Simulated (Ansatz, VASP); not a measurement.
**Cross-check of Al7InAs8 (random alloy of the zinc-blende AlAs-InAs line, x = 0.125) between VASP and Ansatz**

Aim: how closely do two programs agree when they are given the same cell, functional and k mesh? Of the first pair: The structure shown is the start of the Ansatz relaxation below; VASP solves that cell, so the two are compared at the walk's first step.

Main program and level: Ansatz 0.2.0; plane waves, with VASP 6.6.1 beside it; PBE.

### Step 1. Set-up

The cell holds 64 atoms: 28 Al, 32 As and 4 In. Cell: a = 11.575 Å, b = 11.575 Å, c = 11.575 Å, α = 90.0°, β = 90.0°, γ = 90.0°. It derives from AlAs (zinc-blende AlAs-InAs), repeated 2×2×2. Zinc-blende AlAs-InAs: 64 atoms, 4 of 32 Al sites given to In at random, cell and internal coordinates interpolated linearly between the end members (Vegard's rule); (so at first; earlier steps may have moved the atoms), displaced by a Gaussian of 0.02 A. Lattice constants are starting values near those of PBE.

### Step 2. Ansatz: relaxation, PBE

Ansatz runs on its default PAW (the set named soft_2) files.

The two programs are compared at the cell with which this relaxation starts, whose forces are those of its first step.

File input.yaml:

```yaml
crystal:
  lattice:
    - [11.575, 0.0, 0.0]
    - [0.0, 11.575, 0.0]
    - [0.0, 0.0, 11.575]
  atoms:
    - { symbol: Al, position: [0.00281, 0.99894, 0.99909] }
    - { symbol: As, position: [0.12315, 0.1265, 0.12102] }
    - { symbol: Al, position: [0.00301, 0.24868, 0.25055] }
    - { symbol: As, position: [0.12457, 0.37753, 0.37144] }
    - { symbol: Al, position: [0.24944, 0.99934, 0.25196] }
    - { symbol: As, position: [0.3731, 0.1247, 0.37348] }
    - { symbol: Al, position: [0.25007, 0.25101, 0.9981] }
    - { symbol: As, position: [0.37698, 0.37656, 0.12587] }
    - { symbol: Al, position: [0.00156, 0.99882, 0.49979] }
    - { symbol: As, position: [0.12338, 0.12454, 0.62592] }
    - { symbol: Al, position: [0.9988, 0.24931, 0.74881] }
    - { symbol: As, position: [0.12354, 0.37384, 0.87498] }
    - { symbol: Al, position: [0.24807, 0.00041, 0.75287] }
    - { symbol: As, position: [0.37628, 0.12467, 0.87347] }
    - { symbol: Al, position: [0.24871, 0.25292, 0.50009] }
    - { symbol: As, position: [0.3739, 0.37533, 0.62863] }
    - { symbol: Al, position: [0.00021, 0.50107, 0.00052] }
    - { symbol: As, position: [0.12439, 0.62303, 0.1244] }
    - { symbol: Al, position: [0.99964, 0.75101, 0.25145] }
    - { symbol: As, position: [0.12661, 0.87549, 0.37653] }
    - { symbol: In, position: [0.2487, 0.50216, 0.25089] }
    - { symbol: As, position: [0.37448, 0.62584, 0.37487] }
    - { symbol: Al, position: [0.25196, 0.75263, 0.00378] }
    - { symbol: As, position: [0.37259, 0.8725, 0.12413] }
    - { symbol: Al, position: [0.00028, 0.50151, 0.50055] }
    - { symbol: As, position: [0.12151, 0.62447, 0.62643] }
    - { symbol: Al, position: [0.0004, 0.75132, 0.74962] }
    - { symbol: As, position: [0.12465, 0.87532, 0.87571] }
    - { symbol: In, position: [0.25034, 0.50021, 0.74884] }
    - { symbol: As, position: [0.37565, 0.62521, 0.87695] }
    - { symbol: Al, position: [0.25207, 0.75032, 0.49935] }
    - { symbol: As, position: [0.3739, 0.87573, 0.62513] }
    - { symbol: Al, position: [0.49941, 8.0e-05, 0.99893] }
    - { symbol: As, position: [0.62621, 0.12423, 0.12712] }
    - { symbol: Al, position: [0.5007, 0.25103, 0.24811] }
    - { symbol: As, position: [0.62529, 0.37628, 0.37335] }
    - { symbol: Al, position: [0.74954, 6.0e-05, 0.24763] }
    - { symbol: As, position: [0.87554, 0.12646, 0.37351] }
    - { symbol: Al, position: [0.75061, 0.24773, 0.99993] }
    - { symbol: As, position: [0.87221, 0.37694, 0.12571] }
    - { symbol: Al, position: [0.49996, 0.99866, 0.5022] }
    - { symbol: As, position: [0.6284, 0.12179, 0.62714] }
    - { symbol: In, position: [0.50281, 0.25058, 0.74793] }
    - { symbol: As, position: [0.62649, 0.37469, 0.87396] }
    - { symbol: Al, position: [0.74787, 0.00095, 0.75137] }
    - { symbol: As, position: [0.87392, 0.1259, 0.87302] }
    - { symbol: In, position: [0.75139, 0.25008, 0.49968] }
    - { symbol: As, position: [0.87482, 0.3765, 0.6263] }
    - { symbol: Al, position: [0.50091, 0.50024, 0.00013] }
    - { symbol: As, position: [0.62607, 0.6254, 0.12618] }
    - { symbol: Al, position: [0.49946, 0.74579, 0.25179] }
    - { symbol: As, position: [0.62878, 0.87576, 0.37483] }
    - { symbol: Al, position: [0.74976, 0.49979, 0.25003] }
    - { symbol: As, position: [0.87306, 0.62411, 0.37328] }
    - { symbol: Al, position: [0.75043, 0.74949, 0.00086] }
    - { symbol: As, position: [0.8747, 0.8767, 0.12537] }
    - { symbol: Al, position: [0.50379, 0.49672, 0.49888] }
    - { symbol: As, position: [0.62656, 0.62937, 0.62457] }
    - { symbol: Al, position: [0.50008, 0.74961, 0.7523] }
    - { symbol: As, position: [0.6245, 0.87618, 0.87445] }
    - { symbol: Al, position: [0.7478, 0.50054, 0.75087] }
    - { symbol: As, position: [0.87723, 0.62481, 0.87393] }
    - { symbol: Al, position: [0.75097, 0.75042, 0.50048] }
    - { symbol: As, position: [0.87487, 0.877, 0.62564] }
kpoints:
  mp_grid: { grid: [2, 2, 2] }
hamiltonian:
  xc: pbe
scf:
  occupations: { method: fermi_dirac, width: 0.1 }
output:
  forces: true
relax:
  f_tol: 0.04
  max_steps: 150
  cell: {}
```

Command:

```sh
$ ansatz run input.yaml --threads 6 --pin off --max-ram 102400MiB --backend cuda --events-out ev --progress --plain --runs-dir out
```

Numbers of over 12 decimals in the logs are rounded to 6 here.

The program printed:

```text
Engine: ansatz 0.2.0, x86_64-unknown-linux-gnu
Pseudopotentials: kind: paw
Pseudopotential: Al, paw, valence charge 3, recommended cutoff 420 eV (normal), Al.paw.azcp
Pseudopotential: As, paw, valence charge 15, recommended cutoff 420 eV (normal), As.paw.azcp
Pseudopotential: In, paw, valence charge 13, recommended cutoff 420 eV (normal), In.paw.azcp
Functional definition: PBE
  parameter kappa = 0.804
  parameter beta = 0.066725
  exchange = pbe_x(kappa = kappa, mu = beta*pi^2/3)
  correlation = pbe_c(beta = beta)
concurrent solve slots: 4 of 6 are kept, ahead of what memory takes: no pass of the eigensolver takes more rounds on 4
device memory: the entry about to start is reckoned to put 16.8 GiB on a device that reports 72.4 GiB free
GPU FFT provider: cuFFT
GPU libraries: cuBLAS 13.8.2, cuFFT 12.4.0, cuSOLVER 12.3.4
Crystal: 64 atoms, lattice volume = 1550.826 Å³
Basis set: ecut = 420 eV, 30551 PW (Γ), exchange–correlation on 160×160×160 points (8 copies of the dense FFT grid, shifted against one another)
Bands: 372, of which v1, the nominal top of the filled ones, is band 308 counted from 1 (307 counted from 0)
Symmetry: 1 space group operations
Space group: P1 (ITA 1), of the structure as read, at distance tolerance 1.2e-4 Å
k-points: 8
Non-local potential: Al, projectors of the file, l = 0: 2, l = 1: 2, l = 2: 1
Non-local potential: As, projectors of the file, l = 0: 2, l = 1: 2, l = 2: 3, l = 3: 1
Non-local potential: In, projectors of the file, l = 0: 2, l = 1: 2, l = 2: 2, l = 3: 2
PAW form: soft (Blöchl's): semilocal exchange-correlation on the pseudo side does not see the compensation charge
PAW one-centre angular grid: Al, 110 points (default); XC on 64 Gauss nodes
PAW one-centre angular grid: As, 590 points (default); XC on 64 Gauss nodes
PAW one-centre angular grid: In, 590 points (default); XC on 64 Gauss nodes
Initial density: superposition of atomic densities (neutral atoms: chi_scale 0, normalization atom), corrected by the library's trained network
Initial wavefunctions: pseudopotential atomic-orbital guess
GPU buffer pool allocated for 512000 grid points (all kernels)
GPU transforms: local potential and band sums: pruned to the plane-wave sphere, on 80×80×80
Functional: x = pbe(κ = 0.804, μ = 0.219515), c = pbe(β = 0.066725)
SCF iter   1: F=—  HF=-192864.926496 eV  |F-HF|=—  |Δ(HF+E_count)|=         —  Δρ=1.90e-3  dr2=1.14e-1  ethr=1.77e-3  ⟨swp⟩=6.6  Hψ=11668  notcnv=0
preconditioner: auto → Resta (q_TF=auto, 2.339 Å⁻¹)  ε∞=3.9  [insulator: Δε(μ)=1.364 eV  Ē_g=9.460 eV  σ=0.100 eV  W_gap=1.00  n_scr=340 (ndim 8)  ℏωp=16.2 eV  f_vac=0.018  D(μ)=0.02/eV (n_scr^D=0)  ε∞_Penn≈3.9]
SCF iter   2: F=—  HF=-192864.897290 eV  |F-HF|=—  |Δ(HF+E_count)|=   2.92e-2  Δρ=9.33e-4  dr2=2.72e-2  ethr=1.85e-5  ⟨swp⟩=2.0  Hψ=3898  notcnv=0  defer=3
SCF iter   3: F=—  HF=-192864.894310 eV  |F-HF|=—  |Δ(HF+E_count)|=   2.98e-3  Δρ=2.37e-4  dr2=1.45e-3  ethr=4.42e-6  ⟨swp⟩=2.0  Hψ=3844  notcnv=0  defer=3
SCF iter   4: F=—  HF=-192864.895965 eV  |F-HF|=—  |Δ(HF+E_count)|=   1.65e-3  Δρ=9.88e-5  dr2=3.29e-4  ethr=2.36e-7  ⟨swp⟩=2.0  Hψ=5300  notcnv=0  defer=3
SCF iter   5: F=—  HF=-192864.893523 eV  |F-HF|=—  |Δ(HF+E_count)|=   2.44e-3  Δρ=4.56e-5  dr2=4.66e-5  ethr=5.35e-8  ⟨swp⟩=2.0  Hψ=5300  notcnv=0  defer=3
SCF iter   6: F=—  HF=-192864.897416 eV  |F-HF|=—  |Δ(HF+E_count)|=   3.89e-3  Δρ=1.12e-5  dr2=2.44e-6  ethr=7.57e-9  ⟨swp⟩=2.0  Hψ=3864  notcnv=0  defer=3
SCF iter   7: F=—  HF=-192864.897420 eV  |F-HF|=—  |Δ(HF+E_count)|=   4.35e-6  Δρ=3.70e-6  dr2=4.62e-7  ethr=3.96e-10  ⟨swp⟩=2.0  Hψ=5264  notcnv=0  defer=3
SCF iter   8: F=-192864.897421 eV  HF=-192864.897421 eV  |F-HF|=2.60e-8  |Δ(HF+E_count)|=   1.94e-7  Δρ=1.04e-6  dr2=1.85e-8  ethr=1.62e-11  ⟨swp⟩=4.0  Hψ=9399  notcnv=0
SCF 1 converged in 8 iterations: F = -192864.897421 eV  dr2 = 1.85e-8
  greatest PAW one-centre occupation: 0.999 electrons in one spin orbital (limit 2), on the As atom at site 15 (counted from 0), in its partial waves of l = 2
relax step   1: F+E_penalty+E_count = -192864.89742063 eV  Δ(F+E_penalty+E_count) = +0.000e0 eV  max|allowed force component| = 2.280e0 eV/Å  Δτ_max = 0.0000 Å  P = +0.246 GPa  Ω = 1550.826 Å³  (8 SCF iters, dr2 threshold 1.00e-7 eV, accepted)
concurrent solve slots: 4 of 6 are kept, ahead of what memory takes: no pass of the eigensolver takes more rounds on 4
device memory: the entry about to start is reckoned to put 15.5 GiB (of the 16.8 GiB reckoned in all, the device holds 1.4 GiB already) on a device that reports 70.9 GiB free
GPU FFT provider: cuFFT
GPU libraries: cuBLAS 13.8.2, cuFFT 12.4.0, cuSOLVER 12.3.4
Crystal: 64 atoms, lattice volume = 1553.704 Å³
Initial density: handed on by an earlier stage of this run
Initial wavefunctions: those handed on with the density
GPU buffer pool allocated for 512000 grid points (all kernels)
[...]
--- Relaxed structure (4 steps of the walk, 4 accepted, 1 SCFs on fresh bases) ---
  F+E_penalty+E_count = -192866.70313362 eV   max|allowed force component| = 2.900e-3 eV/Å   (the final SCF, on the basis selected at the relaxed cell)
  cell:  # Å, volume = 1545.7869 Å³
    - [11.560331, 0.000222927, 0.000827526]
    - [0.000222927, 11.563324, -1.123029923865689e-5]
    - [0.000827526, -1.123029923865689e-5, 11.563696]
  atoms:
    - { symbol: Al, position: [-0.000151166, 1.000034, 0.999856] }
    - { symbol: As, position: [0.124674, 0.123315, 0.126126] }
    - { symbol: Al, position: [-9.618599183637663e-5, 0.247913, 0.248403] }
    - { symbol: As, position: [0.116571, 0.368209, 0.381278] }
    - { symbol: Al, position: [0.250177, 1.000010, 0.250145] }
    - { symbol: As, position: [0.375443, 0.124023, 0.373910] }
    - { symbol: Al, position: [0.248242, 0.245877, 1.002183] }
    - { symbol: As, position: [0.381367, 0.368375, 0.116567] }
    - { symbol: Al, position: [0.00218147, 0.998054, 0.499944] }
    - { symbol: As, position: [0.124728, 0.124152, 0.626072] }
    - { symbol: Al, position: [1.000039, 0.248168, 0.752437] }
    - { symbol: As, position: [0.118953, 0.368284, 0.883553] }
    - { symbol: Al, position: [0.247783, -0.00191366, 0.750192] }
    - { symbol: As, position: [0.367379, 0.116269, 0.882195] }
    - { symbol: Al, position: [0.248070, 0.246143, 0.497912] }
    - { symbol: As, position: [0.375135, 0.375336, 0.610377] }
    - { symbol: Al, position: [-0.00361841, 0.500312, 0.000490184] }
    - { symbol: As, position: [0.118119, 0.632270, 0.118052] }
    - { symbol: Al, position: [0.998115, 0.752053, 0.249654] }
    - { symbol: As, position: [0.125737, 0.875163, 0.373582] }
    - { symbol: In, position: [0.250026, 0.500091, 0.250079] }
    - { symbol: As, position: [0.380934, 0.634755, 0.380746] }
    - { symbol: Al, position: [0.250082, 0.754054, 0.000210364] }
    - { symbol: As, position: [0.375093, 0.875168, 0.127166] }
    - { symbol: Al, position: [-0.00213945, 0.502323, 0.500021] }
    - { symbol: As, position: [0.118076, 0.634436, 0.617579] }
    - { symbol: Al, position: [-0.00170482, 0.752417, 0.749705] }
    - { symbol: As, position: [0.123705, 0.875077, 0.874407] }
    - { symbol: In, position: [0.248052, 0.502263, 0.750342] }
    - { symbol: As, position: [0.382196, 0.632375, 0.882309] }
    - { symbol: Al, position: [0.250101, 0.754660, 0.499992] }
    - { symbol: As, position: [0.374427, 0.875250, 0.626597] }
    - { symbol: Al, position: [0.500121, -0.00196586, 1.002329] }
    - { symbol: As, position: [0.626186, 0.124149, 0.124670] }
    - { symbol: Al, position: [0.500147, 0.248183, 0.247651] }
    - { symbol: As, position: [0.618798, 0.382186, 0.366558] }
    - { symbol: Al, position: [0.750206, -0.0018813, 0.247802] }
    - { symbol: As, position: [0.882108, 0.116345, 0.367357] }
    - { symbol: Al, position: [0.752263, 0.250174, 1.002153] }
    - { symbol: As, position: [0.875158, 0.375199, 0.127278] }
    - { symbol: Al, position: [0.498199, 0.996037, 0.498004] }
    - { symbol: As, position: [0.626102, 0.109896, 0.624512] }
    - { symbol: In, position: [0.500146, 0.248557, 0.752288] }
    - { symbol: As, position: [0.633599, 0.382206, 0.881357] }
    - { symbol: Al, position: [0.752019, -0.00387525, 0.752066] }
    - { symbol: As, position: [0.874016, 0.124109, 0.875407] }
    - { symbol: In, position: [0.752264, 0.250699, 0.497960] }
    - { symbol: As, position: [0.881499, 0.382250, 0.633532] }
    - { symbol: Al, position: [0.504286, 0.502443, 0.00201963] }
    - { symbol: As, position: [0.626320, 0.627855, 0.126033] }
    - { symbol: Al, position: [0.502278, 0.752633, 0.250168] }
    - { symbol: As, position: [0.626613, 0.875268, 0.374339] }
    - { symbol: Al, position: [0.750118, 0.502396, 0.248162] }
    - { symbol: As, position: [0.874046, 0.625629, 0.374000] }
    - { symbol: Al, position: [0.750348, 0.750654, 0.000100987] }
    - { symbol: As, position: [0.874498, 0.875248, 0.123671] }
    - { symbol: Al, position: [0.502151, 0.504490, 0.497821] }
    - { symbol: As, position: [0.626190, 0.625712, 0.626093] }
    - { symbol: Al, position: [0.502136, 0.752116, 0.750497] }
    - { symbol: As, position: [0.625828, 0.875169, 0.876562] }
    - { symbol: Al, position: [0.752346, 0.504647, 0.752237] }
    - { symbol: As, position: [0.875770, 0.627830, 0.875545] }
    - { symbol: Al, position: [0.750258, 0.750290, 0.500026] }
    - { symbol: As, position: [0.875179, 0.875248, 0.624421] }
```

(Continued in part 2 of 2.)

[Lines on the potential files, build, host, timing and source positions are cut from VASP's logs without a mark.]

[Logs are printed without paths, hosts, clocks, repeated set-up lines and the standing remarks that a program may print on its own settings, such as how far it seeks lower states.]

[Hosts, paths, dates, database ids (printed as entryN), source tags and the programs' standing remarks are cut or masked in the printed files.]
